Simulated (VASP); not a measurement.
Wanted: the native input for a VASP 6.6.1 run.

```
Task                   : relaxation of cell and atoms
Functional             : PBE
Potentials or basis    : VASP PAW PBE potentials, release 64 (Ba_sv, Ti_sv, O)
Cutoff                 : 600 eV
k mesh                 : 8 × 8 × 8
Occupations            : gaussian, width 0.03 eV
Spin                   : no spin polarisation
Further INCAR settings : ALGO = Normal; EDIFF = 1e-06; IBRION = 2; EDIFFG = -0.01; NSW = 90; ISIF = 3
```

The structure of BaTiO3 lies in POSCAR:

```
BaTiO3
1.0
    3.9998000000      0.0000000000      0.0000000000
    0.0000000000      3.9998000000      0.0000000000
    0.0000000000      0.0000000000      4.0180000000
Ba Ti O
1 1 3
Direct
    0.0000000000      0.0000000000      0.0000000000
    0.5000000000      0.5000000000      0.4900000000
    0.5000000000      0.5000000000      0.0190000000
    0.5000000000      0.0000000000      0.5170000000
    0.0000000000      0.5000000000      0.5170000000
```

These files were run (other wordings do the same):

INCAR

```
SYSTEM = BaTiO3
  ALGO = Normal
  EDIFF = 1E-6
  EDIFFG = -0.01
  ENCUT = 600
  GGA = PE
  IBRION = 2
  ISIF = 3
  ISMEAR = 0
  KPAR = 2
  LASPH = .TRUE.
  LCHARG = .FALSE.
  LREAL = .FALSE.
  LWAVE = .FALSE.
  NELM = 80
  NSW = 90
  PREC = Accurate
  SIGMA = 0.03
```

KPOINTS

```
k-points
0
G
  8 8 8
  0 0 0
```

Potentials or basis: VASP PAW PBE potentials, release 64 (Ba_sv, Ti_sv, O).

Command:

```console
$ cat potpaw_PBE.64/Ba_sv/POTCAR potpaw_PBE.64/Ti_sv/POTCAR potpaw_PBE.64/O/POTCAR > POTCAR
$ mpirun -np 2 vasp_std > vasp.out
```

Results of the run:

* Relaxed volume: 13.49 Å³/atom
* Relaxed cell: a = 3.996 Å, b = 3.996 Å, c = 4.224 Å, α = 90.00°, β = 90.00°, γ = 90.00°
* Space group after relaxing (to 0.05 Å): P4mm (No. 99)
* Energy gained by relaxing: 11.3 meV/atom
* Ionic steps: 20
* Pressure after relaxing: 0.0 GPa
* Largest force after relaxing: 0.009 eV/Å
* Band gap on the k mesh: 1.77 eV, indirect (least direct gap 2.34 eV)

Caveat: spin-orbit coupling is left out, which moves the levels of the heavy elements.

Wall time 7.2 min on 2 MPI ranks on Intel(R) Xeon(R) Platinum 8488C (Sapphire Rapids), with other jobs on the host, peak memory 0.29 GiB a rank.
